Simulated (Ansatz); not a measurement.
NaI:

```
CELL_PARAMETERS angstrom
0.00000 3.23640 3.23640
3.23640 0.00000 3.23640
3.23640 3.23640 0.00000
ATOMIC_POSITIONS crystal
I 0.50000 0.50000 0.50000
Na 0.00000 0.00000 0.00000
```

Base run:

```yaml
Program: Ansatz 0.2.0
Functional: PBEsol
Potentials_or_basis: all-electron LAPW, scalar-relativistic
Cutoff: 133 eV
Density_cutoff: 532 eV
Basis_error_allowed: 0.001 eV/atom
k_mesh: 7 × 7 × 7
Occupations: fermi-dirac, width 0.05 eV
Spin: no spin polarisation
```

Its results: band gap on the k mesh 3.51 eV, direct; pressure -0.5 GPa.

After a change of settings the same cell gave: band gap on the k mesh 3.33 eV, direct; pressure -1.6 GPa. Which change was it?
A. potentials or basis from all-electron LAPW, scalar-relativistic to all-electron PAW datasets made for the crystal; k mesh from 7 × 7 × 7 to 6 × 6 × 6
B. functional from PBEsol to PBE; occupations from fermi-dirac, width 0.05 eV to gaussian, width 0.1 eV
C. functional from PBEsol to LDA

C.

LDA binds more tightly than PBEsol, so the same cell stands under less pressure.

Caveats: spin-orbit coupling is left out, which moves the levels of the heavy elements; an odd mesh through Γ misses points on the zone boundary, where band edges often lie (some runs).

Not every run made on this cell is shown here.
